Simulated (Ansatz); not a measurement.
I:

```
I
1.0
     3.63503   -2.39502    0.00000
     3.63503    2.39502    0.00000
     0.00000    0.00000    9.79344
I
4
Direct
  0.64930 0.35070 0.38440
  0.14930 0.85070 0.11560
  0.35070 0.64930 0.61560
  0.85070 0.14930 0.88440
```

Base run:

* Program: Ansatz 0.2.0
* Functional: HSE06 form with a typed share of exact exchange
* Potentials or basis: Ansatz PAW
* Cutoff: 420 eV (not typed: the program's choice for these potentials)
* k mesh: 4 × 4 × 2
* Occupations: fermi-dirac, width 0.05 eV
* Spin: no spin polarisation

Its results: band gap on the k mesh 2.46 eV, indirect (least direct gap 2.69 eV); pressure 0.9 GPa; largest force 0.242 eV/Å.

The run is repeated on the same cell with these changes: screening (1/å) from 0.1 to 0.15. What comes out?

Band gap on the k mesh 2.30 eV, indirect (least direct gap 2.52 eV); pressure 1.0 GPa; largest force 0.264 eV/Å.

Caveats: spin-orbit coupling is left out, which moves the levels of the heavy elements; the PAW data sets come from PBE, with cores solved anew for the run's functional, which leaves a small shift of forces and pressure; the thresholds are loose for stress.

A k mesh can miss the band edges.
